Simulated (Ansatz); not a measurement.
# Eu (dhcp type): how the settings move a single-point run

How sensitive is a single-point run of Eu (dhcp type) to its settings? A reference run comes first, then one run with altered input.

Program: Ansatz 0.2.0. Level of theory: reference: DFT, PBE, all-electron PAW with datasets made for the crystal, scalar-relativistic. These are calculated values, not measurements.

3 further runs of the same task are left out: 3 that didn't finish.

### Step 1. The structure to begin with

The structure is hexagonal, space group P6_3/mmc (No. 194). Conventional cell: a = 2.988 Å, b = 2.988 Å, c = 9.704 Å, α = 90.00°, β = 90.00°, γ = 120.00°. Around Eu (site symmetry -3m) lie 12 Eu at 2.98 to 2.99 Å. Eu (site symmetry -6m2) is surrounded by 12 Eu at 2.98 to 2.99 Å.

As a file:

```cif
data_structure
_symmetry_space_group_name_H-M 'P6_3/mmc'
_symmetry_Int_Tables_number 194
_cell_length_a 2.9885
_cell_length_b 2.9885
_cell_length_c 9.7036
_cell_angle_alpha 90.000
_cell_angle_beta 90.000
_cell_angle_gamma 120.000
_cell_volume 75.05
loop_
_atom_site_label
_atom_site_type_symbol
_atom_site_symmetry_multiplicity
_atom_site_Wyckoff_symbol
_atom_site_fract_x
_atom_site_fract_y
_atom_site_fract_z
_atom_site_occupancy
Eu1 Eu 2 a 0.00000 0.00000 0.00000 1
Eu2 Eu 2 c 0.33333 0.66667 0.25000 1
```

### Step 2. Reference

input.yaml

```yaml
crystal:
  lattice:
    - [2.9884843318, 0.0, 0.0]
    - [-1.4942421659, 2.5881033501, 0.0]
    - [0.0, 0.0, 9.7035726857]
  atoms:
    - { symbol: Eu, position: [0.0, 0.0, 0.0], spin: 7.0 }
    - { symbol: Eu, position: [0.0, 0.0, 0.5], spin: 7.0 }
    - { symbol: Eu, position: [0.3333333333, 0.6666666667, 0.25], spin: 7.0 }
    - { symbol: Eu, position: [0.6666666667, 0.3333333333, 0.75], spin: 7.0 }
magnetization:
  spin_polarized: true
kpoints:
  mp_grid: { grid: [10, 10, 3] }
scf:
  occupations: { method: fermi_dirac, width: 0.1 }
hamiltonian:
  xc: pbe
  pseudopotentials: { kind: all_electron, datasets: crystal }
output:
  forces: true
  stress: true
  eigenvalues: true
```

Launch:

```console
ansatz run input.yaml --threads 2 --pin off --max-ram 6144MiB --backend cpu --events-out ev --progress --plain --runs-dir out
```

### Step 3. A further run, with the input changed

input.yaml: that of step 2 with these lines changed.

```diff
@@ -16,2 +16,3 @@
   occupations: { method: fermi_dirac, width: 0.1 }
+  mixing: { preconditioner: kerker_dos }
 hamiltonian:
@@ -19,2 +20,3 @@
   pseudopotentials: { kind: all_electron, datasets: crystal }
+  hubbard: { sites: [{ species: Eu, l: f, u_eff: 3.0 }], double_counting: fll }
 output:
```

(Steps that only read results are left out.)

**Question.** What will these runs give? Wanted: for each run, ending; energy change.

The runs gave:

```tsv
run	ending	energy change	cycles	time
reference	converged	-	11	58 s
1: preconditioner kerker_dos, hubbard.sites [{species: Eu, l: f, u_eff: 3.0}], hubbard.double_counting fll	refused	-	-	0.47 s
```

Residual by cycle in the longest SCF loop of each run; runs are numbered as in the table. The quantity is the density residual dr2, in eV.

```tsv
cycle	reference
1	0.399
2	0.0494
3	0.0731
4	0.0118
5	0.149
6	5.1e-4
7	3.9e-4
8	7.9e-5
9	3.5e-6
10	5.3e-7
11	3.1e-8
```

**Reading.** With the changed mixing and Hubbard U the run ends refused. The structure is not at rest: the sound run finds 43 GPa, so these are no properties of the relaxed crystal.  1 of the 1 altered inputs did not end normally.
